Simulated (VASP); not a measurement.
Here is a VASP 6.6.1 calculation.

File POSCAR:

```
NaH
1.0
    2.9323912064      0.0000000000      0.0000000000
    0.0000000000      2.9323912064      0.0000000000
    0.0000000000      0.0000000000      2.9323912064
Na H
1 1
Direct
    0.0000000000      0.0000000000      0.0000000000
    0.5000000000      0.5000000000      0.5000000000
```

Contents of INCAR.step1:

```
SYSTEM = NaH
PREC = Accurate
ENCUT = 520
EDIFF = 1E-5
ISMEAR = 0
SIGMA = 0.01
LREAL = .False.
LASPH = .True.
NELM = 100
ALGO = Normal
ISIF = 2
LWAVE = .True.
LCHARG = .False.
GGA = PE
NBANDS = 11
```

INCAR.step2

```
SYSTEM = NaH
PREC = Accurate
ENCUT = 520
EDIFF = 1E-7
ISMEAR = 0
SIGMA = 0.01
LREAL = .False.
LASPH = .True.
NELM = 100
ALGO = Normal
ISIF = 2
LWAVE = .False.
LCHARG = .False.
GGA = PE
LHFCALC = .True.
HFSCREEN = 0.2079
PRECFOCK = Normal
ISTART = 1
NBANDS = 11
```

Contents of KPOINTS:

```
regular mesh
0
Gamma
  4 4 4
  0 0 0
```

Potentials or basis: VASP PAW PBE potentials, release 64 (Na_pv, H).

Run with:

```bash
$ cat potpaw_PBE.64/Na_pv/POTCAR potpaw_PBE.64/H/POTCAR > POTCAR
$ cp INCAR.step1 INCAR
$ mpirun -np 1 vasp_std > vasp.out
$ cp INCAR.step2 INCAR
$ mpirun -np 1 vasp_std > vasp.out
```

Problem. What does it give for the pressure?

Solution. 0.4 GPa.

Problem. Estimate the band gap on the k mesh.

Solution. 1.89 eV, indirect (least direct gap 5.72 eV).

Caveat: the k mesh is coarse (spacing up to 0.54 Å⁻¹), so the values aren't converged, least of all with exact exchange; the PAW data sets were made with another functional, which shifts forces and pressure a little. A k mesh can miss the band edges.
